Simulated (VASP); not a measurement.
Set up this calculation in VASP 6.6.1, as the native input.

```yaml
Task: band structure
Functional: HSE06
Potentials_or_basis: VASP PAW PBE potentials, release 64 (Al, As)
Cutoff: 520 eV
k_mesh: 8 × 8 × 8
Occupations: gaussian, width 0.03 eV
Spin: no spin polarisation
Grid_for_exact_exchange_PRECFOCK: Fast
Screening_parameter: 0.2 1/A
Further_INCAR_settings: ALGO = Normal; EDIFF = 1e-07
```

AlAs:

```xyz
2
Lattice="0.0000 2.8409 2.8409 2.8409 0.0000 2.8409 2.8409 2.8409 0.0000" Properties=species:S:1:pos:R:3 pbc="T T T"
Al    0.0000    0.0000    0.0000
As    1.4204    1.4204    1.4204
```

One way to write it, as run:

POSCAR

```
AlAs                                    
1.0
    0.0000000000      2.8408844734      2.8408844734
    2.8408844734      0.0000000000      2.8408844734
    2.8408844734      2.8408844734      0.0000000000
  Al              As            
     1     1
Direct
     0.0000000000000000    0.0000000000000000    0.0000000000000000
     0.2500000000000000    0.2500000000000000    0.2500000000000000
```

INCAR.step1

```
ALGO = Normal ; EDIFF = 1E-5
ENCUT = 520 ; GGA = PE
ISIF = 2 ; ISMEAR = 0
KPAR = 8 ; LASPH = True
LCHARG = False ; LREAL = False
LWAVE = True ; NELM = 80
PREC = Accurate ; SIGMA = 0.03
```

INCAR.step2

```
ALGO = Normal ; EDIFF = 1E-7
ENCUT = 520 ; GGA = PE
HFSCREEN = 0.2 ; ISIF = 2
ISMEAR = 0 ; ISTART = 1
KPAR = 8 ; LASPH = True
LCHARG = False ; LHFCALC = True
LREAL = False ; LWAVE = False
NELM = 80 ; PREC = Accurate
PRECFOCK = Fast ; SIGMA = 0.03
```

KPOINTS

```
k-points
0
Gamma
  8 8 8
```

KPOINTS_OPT

```
explicit points
6
Reciprocal
 0.0000000000  0.0000000000  0.0000000000 1
 0.3750000000  0.3750000000  0.7500000000 1
 0.5000000000  0.5000000000  0.5000000000 1
 0.6250000000  0.2500000000  0.6250000000 1
 0.5000000000  0.2500000000  0.7500000000 1
 0.5000000000  0.0000000000  0.5000000000 1
```

Potentials or basis: VASP PAW PBE potentials, release 64 (Al, As).

Command:

```console
$ cat potpaw_PBE.64/Al/POTCAR potpaw_PBE.64/As/POTCAR > POTCAR
$ cp INCAR.step1 INCAR
$ mpirun -np 8 vasp_std > vasp.out
$ cp INCAR.step2 INCAR
$ mpirun -np 8 vasp_std > vasp.out
```

It gave:

- Pressure: -0.2 GPa
- Band gap on the k mesh: 2.12 eV, indirect (least direct gap 2.84 eV)
- Band gap along the path: 2.12 eV, indirect (least direct gap 2.84 eV)

Caveat: the PAW data sets were made with another functional, which shifts forces and pressure a little.

Wall time 3.6 min on 8 MPI ranks on AMD EPYC 9R45 96-Core Processor (Zen 5) (shared host), peak memory 0.33 GiB a rank.
